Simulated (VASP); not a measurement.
# Sb (P-1) in VASP: single point with PBE

Aim: the single point of Sb with PBE.

Everything below comes from runs of VASP 6.6.1. Logs are shortened: lines on timing, memory, paths and dates and some standing lists are left out, and cuts for length are marked.

## 1. The cell of the first run

The typed cell holds 2 atoms: a = 3.369 Å, b = 3.398 Å, c = 5.331 Å, α = 90.41°, β = 91.14°, γ = 120.85°.

This isn't the form of Sb at room conditions, which is rhombohedral.

## 2. Single point, PBE (equal xy, yz and zx shear strains of -2 %)

The input, INCAR:

```
SYSTEM = Sb
ALGO = Fast
EDIFF = 1E-6
ENCUT = 520
GGA = PE
ISIF = 2
ISMEAR = -1
LASPH = .True.
LCHARG = .False.
LREAL = .False.
LWAVE = .False.
NBANDS = 12
NELM = 100
PREC = Accurate
SIGMA = 0.05
```

The input, KPOINTS:

```
k-points
0
Gamma
  12 12 7
  0 0 0
```

The input, POSCAR:

```
Sb
1.0
    3.3690001795     -0.0336900018     -0.0336900018
   -1.7136764872      2.9344847417     -0.0123313965
   -0.0533000000     -0.0533000000      5.3300000000
Sb
2
Direct
    0.3333333333      0.6666666667      0.2500000000
    0.6666666667      0.3333333333      0.7500000000
```

Potentials or basis: VASP PAW PBE potentials, release 64 (Sb).

Started as:

```
cat potpaw_PBE.64/Sb/POTCAR > POTCAR
mpirun -np 1 vasp_std > vasp.out
```

OUTCAR:

```text
SYSTEM = Sb
   EDIFF = 1E-6
   ENCUT = 520
   GGA = PE
   ISIF = 2
   ISMEAR = -1
   LASPH = .True.
   LREAL = .False.
   NELM = 100
   PREC = Accurate

 ion  position               nearest neighbor table
   1  0.333  0.667  0.250-   2 3.25   2 3.27   2 3.30   2 3.32   2 3.33   2 3.33
   2  0.667  0.333  0.750-   1 3.25   1 3.27   1 3.30   1 3.32   1 3.33   1 3.33

  LATTYP: Found a triclinic cell.
 ALAT       =     3.3401833211
 B/A-ratio  =     1.0087281861
 C/A-ratio  =     1.5958803637
 COS(alpha) =     0.0198960208
 COS(beta)  =     0.0274156886
 COS(gamma) =     0.4869832429

  Lattice vectors:

 A1 = (   1.6553236923,   2.9007947399,  -0.0460213983)
 A2 = (   3.3690001795,  -0.0336900018,  -0.0336900018)
 A3 = (   0.0533000000,   0.0533000000,  -5.3300000000)

Analysis of symmetry for initial positions (statically):
=====================================================================
 Subroutine PRICEL returns:
 Original cell was already a primitive cell.

 Routine SETGRP: Setting up the symmetry group for a
 triclinic supercell.

 Subroutine GETGRP returns: Found  2 space group operations
 (whereof  2 operations were pure point group operations)
 out of a pool of  2 trial point group operations.

The static configuration has the point symmetry S_2 .

Analysis of symmetry for dynamics (positions and initial velocities):
=====================================================================
 Subroutine PRICEL returns:
 Original cell was already a primitive cell.

 Routine SETGRP: Setting up the symmetry group for a
 triclinic supercell.

 Subroutine GETGRP returns: Found  2 space group operations
 (whereof  2 operations were pure point group operations)
 out of a pool of  2 trial point group operations.

The dynamic configuration has the point symmetry S_2 .

 Subroutine INISYM returns: Found  2 space group operations
 (whereof  2 operations are pure point group operations),
 and found     1 'primitive' translations

----------------------------------------------------------------------------------------

                                     Primitive cell

  volume of cell :      52.3756

  direct lattice vectors                    reciprocal lattice vectors
     3.369000179 -0.033690002 -0.033690002     0.298615318  0.174404853  0.004730202
    -1.713676487  2.934484742 -0.012331396     0.003462748  0.342812050  0.003462748
    -0.053300000 -0.053300000  5.330000000     0.001895507  0.001895507  0.187655171

  length of vectors
     3.369337063  3.398240702  5.330532973     0.345847561  0.342847026  0.187674316

  position of ions in fractional coordinates (direct lattice)
     0.333333333  0.666666667  0.250000000
     0.666666667  0.333333333  0.750000000

  ion indices of the primitive-cell ions
   primitive index   ion index
                 1           1
                 2           2

----------------------------------------------------------------------------------------

 KPOINTS: k-points

Automatic generation of k-mesh.
 Grid dimensions read from file:
 generate k-points for:   12   12    7

 Generating k-lattice:

  Cartesian coordinates                     Fractional coordinates (reciprocal lattice)
     0.024884610  0.014533738  0.000394183     0.083333333 -0.000000000 -0.000000000
     0.000288562  0.028567671  0.000288562     0.000000000  0.083333333  0.000000000
     0.000270787  0.000270787  0.026807882     0.000000000 -0.000000000  0.142857143

  Length of vectors
     0.028820630  0.028570585  0.026810617

  Shift w.r.t. Gamma in fractional coordinates (k-lattice)
     0.000000000  0.000000000  0.000000000

 Subroutine IBZKPT returns following result:
 ===========================================

 Found    506 irreducible k-points:

 Following reciprocal coordinates:
            Coordinates               Weight
  0.000000  0.000000  0.000000      1.000000
  0.083333 -0.000000  0.000000      2.000000
  0.166667 -0.000000  0.000000      2.000000
  0.250000 -0.000000 -0.000000      2.000000
  0.333333  0.000000  0.000000      2.000000
  0.416667 -0.000000 -0.000000      2.000000
[... 16 lines left out ...]
  0.250000  0.166667  0.000000      2.000000
  0.333333  0.166667 -0.000000      2.000000
 [... further k-points ...]
   k-points           NKPTS =    506   k-points in BZ     NKDIM =    506   number of bands    NBANDS=     12
   number of dos      NEDOS =    301   number of ions     NIONS =      2
   total plane-waves  NPLWV =  31360
   dimension x,y,z NGX =    28 NGY =   28 NGZ =   40
   dimension x,y,z NGXF=    56 NGYF=   56 NGZF=   80
   ions per type =               2
   NGX,Y,Z   is equivalent  to a cutoff of  13.82, 13.70, 12.47 a.u.
   NGXF,Y,Z  is equivalent  to a cutoff of  27.63, 27.40, 24.95 a.u.
 SYSTEM =  Sb
   PREC   = accura    normal or accurate (medium, high low for compatibility)
   ISTART =      0    job   : 0-new  1-cont  2-samecut
   ICHARG =      2    charge: 1-file 2-atom 10-const
   ISPIN  =      1    spin polarized calculation?
   LNONCOLLINEAR =      F non collinear calculations
   LSORBIT =      F    spin-orbit coupling
   LASPH  =      T    aspherical Exc in radial PAW
   ENCUT  =  520.0 eV  38.22 Ry    6.18 a.u.   6.26  6.32  9.91*2*pi/ulx,y,z
   NELM   =    100;   NELMIN=  2; NELMDL= -5     # of ELM steps
   EDIFF  = 0.1E-05   stopping-criterion for ELM
   LREAL  =      F    real-space projection
   EDIFFG = 0.1E-04   stopping-criterion for IOM
   NSW    =      0    number of steps for IOM
   IBRION =     -1    ionic relax: 0-MD 1-quasi-New 2-CG
   NFREE  =      0    steps in history (QN), initial steepest desc. (CG)
   ISIF   =      2    stress and relaxation
   ISYM   =      2    0-nonsym 1-usesym 2-fastsym
   POTIM  = 0.5000    time-step for ionic-motion
   TEBEG  =    0.0;   TEEND  =   0.0 temperature during run
   PSTRESS=    0.0 pullay stress
   NELECT =      10.0000    total number of electrons
   NUPDOWN=      -1.0000    fix difference up-down
   EMIN   =  10.00;   EMAX   =-10.00  energy-range for DOS
   EFERMI =   0.00;   METHOD = LEGACY
   ISMEAR =    -1;   SIGMA  =   0.05  broadening in eV -4-tet -1-fermi 0-gaus
   EFERMI_NEDOS =   21; number of points for ismear=-14 and -15
   IALGO  =     68    algorithm
   IMIX   =      4    mixing-type and parameters
     AMIX     =   0.40;   BMIX     =  1.00
     AMIX_MAG =   1.60;   BMIX_MAG =  1.00
  volume/ion in A,a.u.               =      26.19       176.72
  Fermi-wavevector in a.u.,A,eV,Ry     =   0.942682  1.781411 12.090811  0.888650
  Thomas-Fermi vector in A             =   2.070315
   LORBIT       =      0    0 simple, 1 ext, 2 COOP (PROOUT), +10 PAW based schemes
   GGA     = PE    functional components
   LHFCALC =     F    Hartree Fock is set to
   AEXX    =    0.0000 exact exchange contribution
   IVDW    =     0    specifies the selected vdW correction
   LEPSILON=     F    determine dielectric tensor
   LRPA    =     F    only Hartree local field effects (RPA)
 non-spin polarized calculation
 RMM-DIIS sequential band-by-band and
  energy-cutoff  :      520.00
  volume of cell :       52.38
 maximum number of plane-waves:      1428
 NGX is ok and might be reduce to    28
   NGX = 13   NGY = 13   NGZ = 19

 number of electron      10.0000000 magnetization

 Free energy of the ion-electron system (eV)
  ---------------------------------------------------
  ext. energy  EPLUGINS =         0.00000000
  ---------------------------------------------------
  free energy    TOTEN  =        -7.70920254 eV

  energy without entropy =       -7.69879512  energy(sigma->0) =       -7.70399883

 E-fermi :   8.9230     XC(G=0): -10.3526

 val. band max:        8.9225041891   @ k =  -0.4167   0.3333   0.0000
 cond. band min:       8.9267866500   @ k =   0.0833  -0.4167   0.4286
 fundamental gap:      0.0042824609
 Fermi energy:         8.9230244256

 k-point     1 :       0.0000    0.0000    0.0000
  band No.  band energies     occupation
      1      -4.2588      2.00000
      2      -0.0242      2.00000
      3       2.9517      2.00000
      4      12.1078      0.00000
      5      12.3576      0.00000
      6      13.8867      0.00000
      7      14.1515      0.00000
      8      14.9777      0.00000
      9      16.3269      0.00000
     10      17.7343      0.00000
     11      18.6066      0.00000
     12      18.9541      0.00000

 k-point     2 :       0.0833   -0.0000    0.0000
  band No.  band energies     occupation
      1      -4.1341      2.00000
      2       0.0826      2.00000
      3       3.0831      2.00000
      4      11.1670      0.00000
      5      11.6483      0.00000
      6      13.4226      0.00000
      7      14.0634      0.00000
      8      14.7649      0.00000
      9      16.8074      0.00000
     10      17.4732      0.00000
     11      18.6359      0.00000
     12      19.3886      0.00000

 k-point     3 :       0.1667   -0.0000    0.0000
  band No.  band energies     occupation
      1      -3.7611      2.00000
      2       0.3945      2.00000
      3       3.4740      2.00000
      4       9.0574      0.12744
      5      10.7804      0.00000
      6      11.9623      0.00000
      7      13.9138      0.00000
      8      14.0225      0.00000
      9      15.5368      0.00000
     10      18.2058      0.00000
     11      18.4708      0.00000
     12      19.1741      0.00000

 k-point     4 :       0.2500   -0.0000   -0.0000
  band No.  band energies     occupation
      1      -3.1457      2.00000
      2       0.8709      2.00000
      3       4.1132      2.00000
      4       6.9452      2.00000
      5       9.9697      0.00000
      6      10.2303      0.00000
      7      12.6727      0.00000
      8      13.4611      0.00000
      9      14.3435      0.00000
     10      17.3260      0.00000
     11      18.1771      0.00000
     12      18.5717      0.00000

 k-point     5 :       0.3333    0.0000    0.0000
  band No.  band energies     occupation
      1      -2.3047      2.00000
      2       1.3519      2.00000
      3       4.9731      2.00000
      4       5.2082      2.00000
      5       8.4653      1.99979
      6       9.3429      0.00045
      7      11.0912      0.00000
      8      12.9592      0.00000
      9      13.5490      0.00000
     10      16.7369      0.00000
     11      17.7543      0.00000
     12      18.1160      0.00000
[... 228 lines left out ...]
      1      -3.3959      2.00000
      2       0.6830      2.00000
      3       3.8537      2.00000
      4       7.8017      2.00000
      5       9.5084      0.00002
      6      11.5762      0.00000
      7      13.1075      0.00000
      8      13.3384      0.00000
      9      15.5555      0.00000
     10      17.1704      0.00000
     11      17.6874      0.00000
     12      18.8132      0.00000

 k-point    22 :       0.1667    0.1667   -0.0000
  band No.  band energies     occupation
      1      -2.7814      2.00000
      2       1.1209      2.00000
      3       4.4898      2.00000
      4       6.7060      2.00000
      5       7.7283      2.00000
      6      10.7588      0.00000
      7      11.7872      0.00000
      8      12.1875      0.00000
      9      15.6860      0.00000
     10      16.5764      0.00000
     11      17.2329      0.00000
     12      19.1596      0.00000

 k-point    23 :       0.2500    0.1667    0.0000
  band No.  band energies     occupation
      1      -1.9465      2.00000
      2       1.5167      2.00000
      3       5.3413      2.00000
      4       5.4786      2.00000
      5       6.6678      2.00000
      6       9.3079      0.00091
      7      10.8777      0.00000
      8      10.9036      0.00000
      9      14.5779      0.00000
     10      16.2643      0.00000
     11      18.8118      0.00000
     12      19.7843      0.00000

 k-point    24 :       0.3333    0.1667   -0.0000
  band No.  band energies     occupation
      1      -0.9549      2.00000
      2       1.3873      2.00000
      3       4.7671      2.00000
      4       6.1982      2.00000
      5       6.4023      2.00000
      6       7.8461      2.00000
      7       9.5486      0.00001
      8      10.4309      0.00000
      9      13.9528      0.00000
     10      15.9698      0.00000
     11      19.9758      0.00000
     12      20.3675      0.00000

 [... further k-points ...]

------------------------ aborting loop because EDIFF is reached ----------------------------------------

  FORCE on cell =-STRESS in cart. coord.  units (eV):
  Direction    XX          YY          ZZ          XY          YZ          ZX
  --------------------------------------------------------------------------------------
  -------------------------------------------------------------------------------------
  Total        1.0351348      1.0751657      0.7379411     -0.0874544      0.0383955      0.0309330
  in kB       31.6649478     32.8894970     22.5737408     -2.6752435      1.1745243      0.9462468
  external PRESSURE =      29.0427285 kB  Pullay stress =       0.0000000 kB

 VOLUME and BASIS-vectors are now :
 -----------------------------------------------------------------------------
  energy-cutoff  :      520.00
  volume of cell :       52.38
      direct lattice vectors                 reciprocal lattice vectors
     3.369000179 -0.033690002 -0.033690002     0.298615318  0.174404853  0.004730202
    -1.713676487  2.934484742 -0.012331396     0.003462748  0.342812050  0.003462748
    -0.053300000 -0.053300000  5.330000000     0.001895507  0.001895507  0.187655171

 POSITION                                       TOTAL-FORCE (eV/Angst)
 -----------------------------------------------------------------------------------
     -0.03278      1.93177      1.31305         0.031712     -0.001208     -0.001910
      1.63480      0.91573      3.97093        -0.031712      0.001208      0.001910
 -----------------------------------------------------------------------------------
    total drift:                                0.000000     -0.000000     -0.000000

  FREE ENERGIE OF THE ION-ELECTRON SYSTEM (eV)
  ---------------------------------------------------
  free  energy   TOTEN  =        -7.7092025443 eV

  energy  without entropy=       -7.6987951216  energy(sigma->0) =       -7.70399883
```

It took 93 s on 1 thread of Intel Xeon 6975P-C (Granite Rapids), shared host; peak memory 0.38 GiB.

What came out:

| Quantity | Value |
| --- | --- |
| Free energy | -7.7092 eV |
| Pressure | 2.9 GPa |
| Largest force | 0.032 eV/Å |
| Band gap on the k mesh | none (metal or under the smearing width) |

Forces in eV/Å, atoms in the order of the input:
```
Sb   0.032 -0.001 -0.002
Sb  -0.032  0.001  0.002
```

Levels at points of the mesh, in eV from the Fermi level:
| k point | band 3 | band 4 | band 5 | band 6 | band 7 | band 8 |
| --- | --- | --- | --- | --- | --- | --- |
| (0.00, 0.00, 0.00) | -5.97 | 3.18 | 3.43 | 4.96 | 5.23 | 6.05 |
| (0.50, 0.00, 0.00) | -4.23 | -2.97 | -2.24 | -0.17 | -0.10 | 3.57 |
| (0.00, 0.50, 0.00) | -4.26 | -2.96 | -2.38 | -0.20 | 0.11 | 3.76 |
| (0.50, 0.50, 0.00) | -4.28 | -2.94 | -2.52 | -0.24 | 0.32 | 3.94 |

Spin-orbit coupling is left out, which matters for the levels of Sb.
